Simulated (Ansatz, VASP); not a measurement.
# Two plane-wave programs on Sr

```
Sr
1.0
     3.46673    0.00000    0.00000
    -1.73336    3.00227    0.00000
     0.00000    0.00000    3.16356
Sr
1
Direct
  0.00000 0.00000 0.00000
```

Alike in both runs: functional LDA; k mesh 13 × 13 × 12; occupations fermi-dirac, width 0.1 eV; no spin polarisation.

Ansatz relaxed the structure, and its values are those at the end. VASP's run is a single point on that final structure, the one shown.

|  | VASP | Ansatz |
| --- | --- | --- |
| version | VASP 6.6.1 | Ansatz 0.2.0 |
| potentials or method | VASP PAW LDA potentials, release 64 (Sr_sv) | PAW with Ansatz's default frozen-core files, scalar-relativistic |
| plane-wave cutoff (eV) | 520 | 420 |
| valence electrons in the cell | 10 | 10 |

```csv
,VASP,Ansatz,Ansatz less VASP
pressure (GPa),8.2,8.1,-0.09
```
